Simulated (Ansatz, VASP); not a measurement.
Ag: VASP beside Ansatz

INCAR

```
SYSTEM = Ag
ALGO     = Normal         ! electronic algorithm
EDIFF    = 1E-6           ! SCF threshold, eV
ENCUT    = 520            ! plane-wave cutoff, eV
GGA      = PS             ! functional
ISIF     = 2              ! what is computed and relaxed
ISMEAR   = -1             ! smearing method
LASPH    = .True.         ! aspherical terms in the spheres
LCHARG   = .False.        ! write CHGCAR
LREAL    = .False.        ! projectors in reciprocal space
LWAVE    = .False.        ! write WAVECAR
NBANDS   = 12             ! bands
NELM     = 60             ! most SCF steps
PREC     = Accurate       ! precision mode
SIGMA    = 0.03           ! smearing width, eV
```

The input KPOINTS:

```
k-points
0
Gamma
  15 15 15
  0 0 0
```

POSCAR

```
Ag
1.0
    0.0000000000      2.0226690000      2.0431000000
    2.0226690000      0.0000000000      2.0431000000
    2.0226690000      2.0226690000      0.0000000000
Ag
1
Direct
    0.0000000000      0.0000000000      0.0000000000
```

Input for Ansatz:

```yaml
crystal:
  lattice:
    - [0.0, 2.022669, 2.0431]
    - [2.022669, 0.0, 2.0431]
    - [2.022669, 2.022669, 0.0]
  atoms:
    - { symbol: Ag, position: [0.0, 0.0, 0.0] }
kpoints:
  mp_grid: { grid: [15, 15, 15] }
  band_path:
    path:
      - [0.0, 0.0, 0.0]
      - [0.0, 0.5, 0.5]
      - [0.25, 0.75, 0.5]
      - [0.0, 0.5, 0.0]
      - [0.0, 0.0, 0.0]
      - [0.5, 0.5, 0.0]
      - [0.3725125, 0.6274875, 0.0]
      - [-0.3725125, 0.3725125, 0.0]
      - [0.0, 0.0, 0.0]
    npoints: 5
scf:
  occupations: { method: fermi_dirac, width: 0.03 }
hamiltonian:
  xc: pbesol
  pseudopotentials: { kind: all_electron, lapw: { basis_error: 0.0005 } }
output:
  forces: true
  stress: true
  eigenvalues: true
```

Change from the starting cell: equal xx and yy strain of -1 %.

Alike in both runs: task single point; functional PBEsol; k mesh 15 × 15 × 15; occupations fermi-dirac, width 0.03 eV; no spin polarisation.

|  | VASP | Ansatz |
| --- | --- | --- |
| version | VASP 6.6.1 | Ansatz 0.2.0 |
| potentials or method | VASP PAW PBE potentials, release 64 (Ag) | all-electron LAPW, scalar-relativistic |
| plane-wave cutoff (eV) | 520 | see its input |

Ansatz gave:

| Quantity | Value |
| --- | --- |
| pressure (GPa) | -0.6 |
| largest component of the traceless stress (GPa) | 0.10 |

Question: Estimate VASP's values.

Answer: Pressure (GPa): -0.8; largest component of the traceless stress (GPa): 0.09.

Ansatz ran all-electron here, so the differences hold the error of VASP's frozen core and of both bases.

Caveats: the PAW data sets were made with another functional, which shifts forces and pressure a little (VASP).
